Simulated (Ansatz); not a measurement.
**FeO (Wuestite): phonons with PBEsol**

**What was measured.**

“W\"ustite: Electric, thermodynamic and optical properties of FeO”, 2012, arxiv:1203.1201 quotes, for a bulk crystal of FeO: band gap 2.4 eV (optical).

Crystal: FeO (Wuestite).

```
CELL_PARAMETERS angstrom
0.00000 2.15540 2.15540
2.15540 0.00000 2.15540
2.15540 2.15540 0.00000
ATOMIC_POSITIONS crystal
Fe 0.00000 0.00000 0.00000
O 0.50000 0.50000 0.50000
```

```yaml
Program: Ansatz 0.2.0
Task: phonons
Functional: PBEsol
Potentials_or_basis: Ansatz PAW
Cutoff: "420 eV (not typed: the program's choice for these potentials)"
k_mesh: 10 × 10 × 10
Occupations: fermi-dirac, width 0.05 eV
Spin: collinear spin, ferromagnetic start
Starting_moments: "[3.0, 0.0] μB"
q_mesh: 2 × 2 × 2
Path: "[[\"G\", \"X\", \"W\", \"K\", \"G\", \"L\", \"U\", \"W\", \"L\", \"K\"], [\"U\", \"X\"]]"
Points_for_each_segment_of_the_path: 8
```

| Property | Result |
| --- | --- |
| Band gap on the k mesh | none (metal or under the smearing width) |
| Net moment | 4.00 μB per cell |
| Absolute moment | 4.01 μB per cell |
| Site moments | Fe +3.44; O +0.33 μB |
| Highest phonon frequency | 384 cm⁻¹ |
| Most unstable mode | 135i cm⁻¹ |

Levels at points of the mesh, in eV from the Fermi level:
Spin up:
```tsv
k point	band 10	band 11	band 12	band 13	band 14	band 15	band 16	band 17
(0.00, 0.00, 0.00)	-3.89	-3.89	-3.67	-3.67	-0.11	14.97	16.76	16.76
(0.00, 0.00, -0.50)	-3.06	-2.51	-0.35	-0.35	3.83	8.28	12.29	12.29
(0.00, -0.50, -0.50)	-3.28	-2.78	-2.78	-2.78	5.06	8.51	10.54	14.47
```
Spin down:
```tsv
k point	band 6	band 7	band 8	band 9	band 10	band 11	band 12	band 13
(0.00, 0.00, 0.00)	-3.34	-3.34	-3.34	-0.75	-0.75	-0.75	0.13	0.13
(0.00, 0.00, -0.50)	-8.15	-5.25	-5.25	0.41	0.41	0.61	2.76	2.76
(0.00, -0.50, -0.50)	-7.01	-4.53	-4.53	-2.18	0.68	0.77	0.77	1.10
```

Phonon frequencies in cm⁻¹ (negative: imaginary):
```
                q point               frequencies
  (0.000, 0.000, 0.000)         0 0 0 221 221 221
 (0.000, 0.000, -0.500)   105 105 205 234 234 384
(0.000, -0.500, -0.500)  -135 -49 -49 313 313 374
```

Wall time 45 s on 2 threads of AMD EPYC 7R43 64-Core Processor (Zen 3), with other jobs on the host, peak memory 0.84 GiB.

Against the measured gap of FeO, 2.4 eV (optical; quoted in “W\"ustite: Electric, thermodynamic and optical properties of FeO”, 2012, arxiv:1203.1201), the calculated 0.00 eV is off by -2.40 eV. So large a miss can be the level of theory's own, or it may mean another phase, state or a wrong row. The value is that of PBEsol on a finite k mesh, which can miss the band edges, without temperature or zero-point motion. Semilocal functionals fall short of measured gaps as a rule. The run's magnetic order (collinear spin, ferromagnetic start) needn't be the measured crystal's.

Caveat: some modes are imaginary; the q mesh is small, so phonon branches between its points and thermal values are rough; a cell with one magnetic atom can't hold antiferromagnetic order, which such compounds often take; semilocal functionals often make such compounds metallic where correlation or magnetic order opens a gap, which also shifts bond lengths.
